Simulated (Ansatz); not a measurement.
# WC: the cost of one run

Method: DFT PBE, scalar-relativistic, plane waves, PAW, in Ansatz 0.2.0.

1 further run of the same task is left out (set aside as unsound or not needed).

## 1. The starting structure

The structure is hexagonal, space group P-6m2 (No. 187). Conventional cell: a = 2.922 Å, b = 2.922 Å, c = 2.847 Å, α = 90.00°, β = 90.00°, γ = 120.00°. W (site symmetry -6m2) is surrounded by 6 C at 2.21 Å. C (site symmetry -6m2) has 6 W at 2.21 Å as nearest neighbours.

Coordinates:

```cif
data_structure
_symmetry_space_group_name_H-M 'P 1'
_symmetry_Int_Tables_number 1
_cell_length_a 2.9217
_cell_length_b 2.9217
_cell_length_c 2.8471
_cell_angle_alpha 90.000
_cell_angle_beta 90.000
_cell_angle_gamma 120.000
_cell_volume 21.05
loop_
_atom_site_label
_atom_site_type_symbol
_atom_site_fract_x
_atom_site_fract_y
_atom_site_fract_z
_atom_site_occupancy
W1 W 0.00000 0.00000 0.00000 1
C1 C 0.66667 0.33333 0.50000 1
```

It goes back to an entry of the Materials Project.

It is the result of an earlier relaxation at this level (volume 10.52 Å³/atom; gap on the mesh: none (metal)).

## 2. The perfect supercell

The input, input.yaml:

```yaml
crystal:
  lattice:
    - [4.3826022393, -2.5302965827, 5.6942504921]
    - [4.3826022393, -2.5302965827, -5.6942504921]
    - [-1.460867413, 7.5908897479, 0.0]
  atoms:
    - { symbol: W, position: [0.875, 0.875, 0.25] }
    - { symbol: W, position: [0.125, 0.625, 0.25] }
    - { symbol: W, position: [0.375, 0.375, 0.25] }
    - { symbol: W, position: [0.625, 0.125, 0.25] }
    - { symbol: W, position: [0.0, 0.5, 0.5] }
    - { symbol: W, position: [0.25, 0.25, 0.5] }
    - { symbol: W, position: [0.5, 0.0, 0.5] }
    - { symbol: W, position: [0.875, 0.375, 0.75] }
    - { symbol: W, position: [0.125, 0.125, 0.75] }
    - { symbol: W, position: [0.375, 0.875, 0.75] }
    - { symbol: W, position: [0.0, 1.0, 0.0] }
    - { symbol: W, position: [0.75, 0.75, 0.5] }
    - { symbol: W, position: [0.625, 0.625, 0.75] }
    - { symbol: W, position: [0.25, 0.75, 0.0] }
    - { symbol: W, position: [0.5, 0.5, 0.0] }
    - { symbol: W, position: [0.75, 0.25, 0.0] }
    - { symbol: C, position: [0.3333333333, 0.0833333333, 0.25] }
    - { symbol: C, position: [0.5833333333, 0.8333333333, 0.25] }
    - { symbol: C, position: [0.8333333333, 0.5833333333, 0.25] }
    - { symbol: C, position: [0.0833333333, 0.3333333333, 0.25] }
    - { symbol: C, position: [0.4583333333, 0.7083333333, 0.5] }
    - { symbol: C, position: [0.7083333333, 0.4583333333, 0.5] }
    - { symbol: C, position: [0.9583333333, 0.2083333333, 0.5] }
    - { symbol: C, position: [0.3333333333, 0.5833333333, 0.75] }
    - { symbol: C, position: [0.5833333333, 0.3333333333, 0.75] }
    - { symbol: C, position: [0.8333333333, 0.0833333333, 0.75] }
    - { symbol: C, position: [0.4583333333, 0.2083333333, 0.0] }
    - { symbol: C, position: [0.2083333333, 0.9583333333, 0.5] }
    - { symbol: C, position: [0.0833333333, 0.8333333333, 0.75] }
    - { symbol: C, position: [0.7083333333, 0.9583333333, 0.0] }
    - { symbol: C, position: [0.9583333333, 0.7083333333, 0.0] }
    - { symbol: C, position: [0.2083333333, 0.4583333333, 0.0] }
basis:
  ecutwfc: 420
  xc_grid: 2
kpoints:
  mp_grid: { grid: [5, 5, 5], shift: [0.0, 0.0, 0.0] }
hamiltonian:
  xc: pbe
scf:
  occupations: { method: gaussian, width: 0.1 }
output:
  forces: true
  stress: true
  eigenvalues: true
```

The run is started by

```bash
$ ansatz run input.yaml --threads 4 --pin off --max-ram 10240MiB --backend cpu --events-out ev --progress --plain --runs-dir out
```

**Question.** How long does this run take on 4 threads of Intel Xeon 6975P-C (Granite Rapids), shared host, and how much memory does it need?

About 17 s, with a peak of 2.1 GiB.
